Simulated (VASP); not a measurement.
KI:

```
K I
1.0
     0.00000    3.53277    3.53277
     3.53277    0.00000    3.53277
     3.53277    3.53277    0.00000
K I
1 1
Direct
  0.00000 0.00000 0.00000
  0.50000 0.50000 0.50000
```

| Item | Value |
| --- | --- |
| Program | VASP 6.6.1 |
| Task | relaxation of cell and atoms |
| Functional | LDA |
| Potentials or basis | VASP PAW LDA potentials, release 64 (K_sv, I) |
| Cutoff | 600 eV |
| k mesh | 8 × 8 × 8 |
| Occupations | gaussian, width 0.03 eV |
| Spin | no spin polarisation |

At the start: pressure -1.3 GPa; volume 44.09 Å³/atom.

How do energy, volume and symmetry change on relaxing?

Over 4 steps the energy falls by 18.9 meV/atom and the volume is 39.78 Å³/atom (-9.8 %); space group Fm-3m (No. 225, to 0.05 Å).

The path:
| step | energy change (eV) | largest force (eV/Å) | pressure (GPa) | volume (Å³) |
| --- | --- | --- | --- | --- |
| 1 | 0.0000 | 0.0000 | -1.27 | 88.18 |
| 2 | -0.0278 | 0.0000 | -0.73 | 83.79 |
| 3 | -0.0377 | 0.0000 | -0.06 | 79.90 |
| 4 | -0.0378 | 0.0000 | 0.01 | 79.55 |

Final structure:
```
CELL_PARAMETERS angstrom
0.00000 3.41353 3.41353
3.41353 0.00000 3.41353
3.41353 3.41353 0.00000
ATOMIC_POSITIONS crystal
K 0.00000 0.00000 0.00000
I 0.50000 0.50000 0.50000
```
